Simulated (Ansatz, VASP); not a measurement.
## MgH2 in VASP and in Ansatz

```
Mg H
1.0
     0.00000    2.36496    2.36496
     2.36496    0.00000    2.36496
     2.36496    2.36496    0.00000
Mg H
1 2
Cartesian
  0.0000 0.0000 0.0000
  1.1825 1.1825 1.1825
  3.5474 3.5474 3.5474
```

The cell was built by a generator and needn't be a form met in nature.

Alike in both runs: task single point; functional r2SCAN; k mesh 6 × 6 × 6; occupations fermi-dirac, width 0.02 eV; no spin polarisation.

|  | VASP | Ansatz |
| --- | --- | --- |
| version | VASP 6.6.1 | Ansatz 0.2.0 |
| potentials or method | VASP PAW PBE potentials, release 64 (Mg, H) | plane waves, PAW |
| plane-wave cutoff (eV) | 520 | 500 |
| valence electrons in the cell | 4 | 12 |

|  | VASP | Ansatz | Ansatz less VASP |
| --- | --- | --- | --- |
| pressure (GPa) | -0.6 | 0.0 | +0.60 |

The two sets of potentials don't hold the same shells in valence.

Caveats: the k mesh is coarse (spacing up to 0.38 Å⁻¹), so the values aren't converged; the PAW data sets were made with another functional, which shifts forces and pressure a little (VASP).
